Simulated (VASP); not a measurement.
Input of a VASP 6.6.1 run:

INCAR

```
SYSTEM = H6C2O
PREC = Accurate
ENCUT = 520
EDIFF = 1E-6
ISMEAR = -1
SIGMA = 0.05
LREAL = Auto
LASPH = .TRUE.
NELM = 100
ALGO = Normal
ISIF = 2
LWAVE = .FALSE.
LCHARG = .FALSE.
GGA = PE
IVDW = 12
NBANDS = 64
```

The input KPOINTS:

```
regular mesh
0
G
  1 1 1
  0 0 0
```

POSCAR

```
H6C2O
1.0
    7.2936330000      0.0000000000      0.0000000000
    0.0000000000      7.2936330000      0.0000000000
    0.0000000000      0.0000000000      7.2936330000
C O H
8 4 24
Direct
    0.8139702121      0.2334364781      0.2605834431
    0.6295765087      0.1946492235      0.3512241430
    0.8487128431      0.6909451024      0.6226663722
    0.7593746491      0.6643465609      0.8102546426
    0.2214397132      0.3482626559      0.7506547149
    0.2366995981      0.1544634889      0.8091715062
    0.3780420539      0.6242568004      0.1824056681
    0.2481068077      0.7777742587      0.1237243497
    0.6586566667      0.1265075992      0.5320256723
    0.7476383854      0.8415010736      0.9017453990
    0.3382127946      0.0455054429      0.6733818387
    0.0778075892      0.6969092083      0.0763405562
    0.5418424535      0.0991001330      0.5852775976
    0.5630253126      0.3312752369      0.3633717244
    0.5534141902      0.1016228812      0.2421289911
    0.8082940285      0.3268741380      0.1473614041
    0.9122614203      0.3104488531      0.3602045784
    0.8958087143      0.1130438014      0.2165861649
    0.7254135216      0.9320183782      0.8079375532
    0.6192250145      0.6003866660      0.8069641014
    0.8404179371      0.5803006540      0.9019099261
    0.8150807698      0.5787787787      0.5277479687
    0.7662984962      0.8052502779      0.5708677692
    0.9954846919      0.7251393099      0.6356777206
    0.2827945963     -0.0676069114      0.6339776076
    0.3166323285      0.1476081947      0.9386954348
    0.1079571731      0.0845531987      0.8442706125
    0.1503914442      0.4339401228      0.8514275396
    0.3628233008      0.4056277578      0.7364505453
    0.1643488231      0.3670050303      0.6123560097
   -0.0206618567      0.7878241200      0.0888171917
    0.2330800028      0.8876509142      0.2330251604
    0.3188808650      0.8570625914      0.0117911060
    0.4928271000      0.7012280437      0.2514521912
    0.3056501472      0.5322313311      0.2789830528
    0.4304165016      0.5299827946      0.0628356266
```

Potentials or basis: VASP PAW PBE potentials, release 64 (C, O, H).

The run is started by

```sh
$ cat potpaw_PBE.64/C/POTCAR potpaw_PBE.64/O/POTCAR potpaw_PBE.64/H/POTCAR > POTCAR
$ mpirun -np 1 vasp_gam > vasp.out
```

**Question.** What does it give for the largest force?

**Answer.** 2.792 eV/Å.

**Question.** Estimate the pressure.

**Answer.** -1.3 GPa.

**Question.** Predict the dispersion energy per atom.

**Answer.** -0.036 eV.

**Question.** What does it give for the band gap on the k mesh?

**Answer.** 4.70 eV, direct.

Stress tensor (GPa, compression positive):
```
-0.65 -0.58  0.34
-0.58 -1.72 -2.42
 0.34 -2.42 -1.67
```
